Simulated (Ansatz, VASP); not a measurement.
## KTaO3 in VASP and in Ansatz

```
K Ta O
1.0
     4.02485    0.00000    0.00000
     0.00000    4.02485    0.00000
     0.00000    0.00000    4.02485
K Ta O
1 1 3
Direct
  0.50000 0.50000 0.50000
  0.00000 0.00000 0.00000
  0.50000 0.00000 0.00000
  0.00000 0.50000 0.00000
  0.00000 0.00000 0.50000
```

Alike in both runs: task single point; functional PBE; k mesh 8 × 8 × 8; occupations gaussian, width 0.05 eV; no spin polarisation.

|  | VASP | Ansatz |
| --- | --- | --- |
| version | VASP 6.6.1 | Ansatz 0.2.0 |
| potentials or method | VASP PAW PBE potentials, release 64 (K_sv, Ta_pv, O) | scalar-relativistic, plane waves, PAW |
| plane-wave cutoff (eV) | 520 | 520 |
| valence electrons in the cell | 38 | 40 |

|  | VASP | Ansatz | Ansatz less VASP |
| --- | --- | --- | --- |
| gap on the k mesh at the Fermi level (eV) | 2.12 | 2.16 | +0.045 |
| least direct gap on the mesh (eV) | 2.75 | 2.78 | +0.035 |
| pressure (GPa) | 0.5 | 0.0 | -0.57 |

The two sets of potentials don't hold the same shells in valence.

Caveats: spin-orbit coupling is left out, which moves the levels of the heavy elements. As with any semilocal functional, this PBE gap is likely too small. A k mesh can miss the band edges.
